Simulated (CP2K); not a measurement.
## Sb: band structure with r2SCAN

Sb:

```
Sb
1.0
     3.45898    0.00000    0.00000
     2.04517    2.90663    0.00000
     1.89039    0.79787    2.63859
Sb
1
Direct
  0.00000 0.00000 0.00000
```

This isn't the form of Sb at room conditions, which is rhombohedral.

```json
{
  "Program": "CP2K 2026.2",
  "Task": "band structure",
  "Functional": "r2SCAN",
  "Potentials or basis": "GTH_POTENTIALS Sb GTH-PBE-q5; DZVP-MOLOPT-SR-GTH basis",
  "Density cutoff": "9184 eV",
  "k mesh": "10 × 10 × 10",
  "Occupations": "fermi-dirac, width 0.05 eV",
  "Spin": "no spin polarisation",
  "SCF solver": "diagonalisation with k points",
  "Quickstep method": "GPW",
  "EPS_DEFAULT": "1.0E-9",
  "EPS_SCF": "1.0E-6",
  "MAX_SCF": "100",
  "SCF_GUESS": "ATOMIC",
  "k points reduced by the point group": "yes",
  "Mesh centred on Gamma": "yes",
  "CHOLESKY": "OFF",
  "EPS_EIGVAL": "1.0E-7",
  "MIXING METHOD": "BROYDEN_MIXING",
  "MIXING ALPHA": "0.4",
  "NBUFFER": "8",
  "NGRIDS": "5",
  "Basis sets": "Sb DZVP-MOLOPT-SR-GTH-q5",
  "Potentials": "Sb GTH-PBE-q5 of GTH_POTENTIALS",
  "ADDED_MOS": "[8]",
  "Points a segment of the path (NPOINTS)": "10",
  "Bands added on the path": "6",
  "REL_CUTOFF (Ry)": "60 Ry",
  "MIXING BETA (1/bohr)": "1.5 1/bohr",
  "CUTOFF of the grids": "675 Ry"
}
```

| Item | Value |
| --- | --- |
| Pressure | 4.8 GPa |
| Band gap on the k mesh | none (metal or under the smearing width) |

Stress tensor (GPa, compression positive):
```
 4.66  0.00 -1.50
 0.00  5.01 -0.95
-1.50 -0.95  4.87
```

Levels at the corners of the path, in eV from the Fermi level:
| point | band 1 | band 2 | band 3 | band 4 | band 5 |
| --- | --- | --- | --- | --- | --- |
| X | -9.98 | -6.39 | 3.76 | 4.87 | 9.49 |
| Γ | -13.76 | 4.35 | 5.70 | 7.00 | 9.62 |
| Y | -10.54 | -6.40 | 4.40 | 5.45 | 10.29 |
| L | -7.96 | -5.37 | -0.96 | 2.06 | 4.21 |
| Γ | -13.76 | 4.35 | 5.70 | 7.00 | 9.62 |
| Z | -9.16 | -6.25 | 2.43 | 4.29 | 7.83 |
| N | -7.26 | -5.09 | -0.27 | 0.28 | 4.67 |
| Γ | -13.76 | 4.35 | 5.70 | 7.00 | 9.62 |
| M | -8.39 | -5.74 | 0.67 | 1.53 | 5.42 |
| R | -8.99 | -6.23 | 2.65 | 3.90 | 8.23 |
| Γ | -13.76 | 4.35 | 5.70 | 7.00 | 9.62 |

Run time: 33 s on 1 thread of Arm Neoverse V2, on a shared host, peak memory 0.28 GiB.

Caveat: the potentials were made for another functional, which shifts forces and pressure; spin-orbit coupling is left out, which moves the levels of the heavy elements; the basis of atomic orbitals isn't converged, which shifts pressures, moduli and gaps.
